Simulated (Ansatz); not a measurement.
Ga:

```
Ga
1.0
     1.38300   -4.02650    0.00000
     1.38300    4.02650    0.00000
    -0.11745    0.00000    3.32993
Ga
2
Direct
  0.13100 0.86900 0.75000
  0.86900 0.13100 0.25000
```

This isn't the form of Ga at room conditions, which is orthorhombic.

- Program: Ansatz 0.2.0
- Task: relaxation of cell and atoms
- Functional: BLYP
- Dispersion: D4
- Potentials or basis: Ansatz PAW
- Cutoff: 420 eV (not typed: the program's choice for these potentials)
- k mesh: 10 × 10 × 8
- Occupations: fermi-dirac, width 0.05 eV
- Spin: no spin polarisation

At the start: volume 18.54 Å³/atom.

Where does the relaxation end?

It ends after 13 steps and the volume is 18.30 Å³/atom (-1.3 %); space group Cmcm (No. 63, to 0.05 Å).

Step by step:
```tsv
step	energy change (eV)	largest force (eV/Å)	volume (Å³)
1	0.0000	0.1612	37.09
2	-0.0068	0.0126	36.43
3	-0.0078	0.0135	36.45
4	-0.0081	0.0005	36.55
5	-0.0085	0.0021	36.57
6	-0.0091	0.0069	36.57
7	-0.0096	0.0042	36.55
8	-0.0099	0.0020	36.59
9	-0.0099	0.0031	36.61
10	-0.0099	0.0000	36.60
11	-0.0099	0.0000	36.60
12	-0.0099	0.0004	36.61
13	-0.0099	0.0004	36.61
```

Final structure:
```cif
data_structure
_symmetry_space_group_name_H-M 'P 1'
_symmetry_Int_Tables_number 1
_cell_length_a 4.2686
_cell_length_b 4.2686
_cell_length_c 3.1969
_cell_angle_alpha 90.000
_cell_angle_beta 90.000
_cell_angle_gamma 141.060
_cell_volume 36.61
loop_
_atom_site_label
_atom_site_type_symbol
_atom_site_fract_x
_atom_site_fract_y
_atom_site_fract_z
_atom_site_occupancy
Ga1 Ga 0.13473 0.86527 0.75000 1
Ga2 Ga 0.86527 0.13473 0.25000 1
```

Caveat: the plane-wave basis is chosen anew once the cell has moved, so the energies of steps on either side of that aren't comparable; pairwise dispersion overbinds metals, which lowers pressure and volume; the PAW data sets come from PBE, with cores solved anew for the run's functional, which leaves a small shift of forces and pressure.
